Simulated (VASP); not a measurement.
The system is GaAs.

```
Ga As
1.0
     0.00000    2.82685    2.82685
     2.82685    0.00000    2.82685
     2.82685    2.82685    0.00000
Ga As
1 1
Direct
  0.00000 0.00000 0.00000
  0.25000 0.25000 0.25000
```

```yaml
Program: VASP 6.6.1
Task: relaxation of cell and atoms
Functional: PBE
Potentials_or_basis: VASP PAW PBE potentials, release 64 (Ga_d, As)
Cutoff: 600 eV
k_mesh: 10 × 10 × 10
Occupations: gaussian, width 0.03 eV
Spin: no spin polarisation
```

At the start: pressure 3.4 GPa; volume 22.59 Å³/atom.

Task: How do energy, volume and symmetry change on relaxing?

Result: Over 3 steps the energy falls by 12.1 meV/atom and the volume is 23.77 Å³/atom (+5.2 %); space group F-43m (No. 216, to 0.05 Å).

Step by step:
```tsv
step	energy change (eV)	largest force (eV/Å)	pressure (GPa)	volume (Å³)
1	0.0000	0.0000	3.45	45.18
2	-0.0210	0.0000	-1.02	48.43
3	-0.0241	0.0000	-0.06	47.53
```

Final structure:
```xyz
2
Lattice="0.0000 2.8751 2.8751 2.8751 0.0000 2.8751 2.8751 2.8751 0.0000" Properties=species:S:1:pos:R:3 pbc="T T T"
Ga    0.0000    0.0000    0.0000
As    1.4376    1.4376    1.4376
```
